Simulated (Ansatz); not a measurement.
Crystal: S, diamond type, 2 atoms in the cell.

The calculation used r²SCAN, plane waves, PAW datasets (generated hard set) in Ansatz.

Cutoff 700 eV; k-mesh 10×10×10 Γ-centred; Fermi–Dirac smearing of 0.1 eV; no spin polarisation.

The fit to the energies gives V₀ = 23.889 Å³/atom (a₀ = 5.760 Å), B₀ = 47.6 GPa, B₀′ = 3.36.

(1) What pressure does the program print at V = 24.537 Å³/atom, and how far above the lowest computed point (V = 23.808 Å³/atom) does the energy lie?

## Answers

(1) -1.22 GPa and 2.48 meV/atom. All points:

```
V (Å³/atom)   a (Å)  E − E(min) (meV/atom)  P (GPa)
     22.351  5.6337                  16.17     3.54
     23.079  5.6943                   4.25     1.74
     23.808  5.7536                   0.00     0.16
     24.537  5.8117                   2.48    -1.22
     25.266  5.8687                  10.82    -2.42
```

The stress includes the program's correction for the finite plane-wave basis.

This cubic structure is a model: it isn't the usual form of the substance at ambient conditions, and such phases are metastable or hypothetical. The k-mesh is modest, so these values aren't fully converged in k. Potentials made with PBE were used with another functional.
